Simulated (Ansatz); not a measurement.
GaSb under changes of volume

One of the cells (24.120 Å³/atom); the others are scaled copies at fixed shape and fractional positions:

```
Sb Ga
1.0
    -2.75343    2.75343    1.59071
     2.75343   -2.75343    1.59071
     2.75343    2.75343   -1.59071
Sb Ga
1 1
Cartesian
  0.0000 0.0000 0.0000
  0.0000 2.7534 0.7954
```

Measurements of this composition are mostly on another form, of space group No. 216.

| Item | Value |
| --- | --- |
| Program | Ansatz 0.2.0 |
| Functional | LDA |
| Potentials or basis | all-electron LAPW, scalar-relativistic |
| Cutoff | 228 eV (chosen from the basis error) |
| Basis error allowed | 0.001 eV/atom |
| k mesh | 10 × 10 × 10 |
| Occupations | fermi-dirac, width 0.05 eV |
| Spin | no spin polarisation |

```csv
volume (Å³/atom),energy over the lowest point (meV/atom),pressure (GPa)
22.672,0.00,-1.1
23.155,5.01,-2.3
23.637,13.44,-3.3
24.120,?,?
24.602,39.06,-5.1
25.084,55.59,-5.8
25.567,74.22,-6.5
```

What does the run at 24.120 Å³/atom give?

Energy over the lowest point 24.90 meV/atom; pressure -4.3 GPa.

Worked out: A Birch-Murnaghan fit of order 3 (a polynomial in V^(-2/3)) to the other rows has its minimum at 22.30 Å³/atom, just outside them, with B0 = V·E''(V) = 65 GPa and B' = 4.7 at fixed shape and positions, which overstates the stiffness. It gives 24.92 meV/atom at 24.120 Å³/atom, against the run's 24.90, and -dE/dV = -4.3 GPa, against -4.3.

Energies are extrapolated to zero smearing.
